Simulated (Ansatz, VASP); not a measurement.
## One calculation of Ca, two programs

```xyz
1
Lattice="0.0000 2.3141 2.3141 2.3141 0.0000 2.3141 2.3141 2.3141 0.0000" Properties=species:S:1:pos:R:3 pbc="T T T"
Ca    0.0000    0.0000    0.0000
```

Change from the starting cell: volume scaled by 0.65, PAW files.

Alike in both runs: task single point; functional LDA; k mesh 12 × 12 × 12; occupations fermi-dirac, width 0.08 eV; no spin polarisation.

```csv
,VASP,Ansatz
version,VASP 6.6.1,Ansatz 0.2.0
potentials or method,"VASP PAW LDA potentials, release 64 (Ca_sv)","PAW with Ansatz's default frozen-core files, scalar-relativistic"
plane-wave cutoff (eV),520,420
valence electrons in the cell,10,10
```

```csv
,VASP,Ansatz,Ansatz less VASP
pressure (GPa),16.1,16.1,-0.02
```

Caveats: so large a pressure means that the cell lies far from this level's equilibrium, or that cutoff or potentials fall short (VASP).
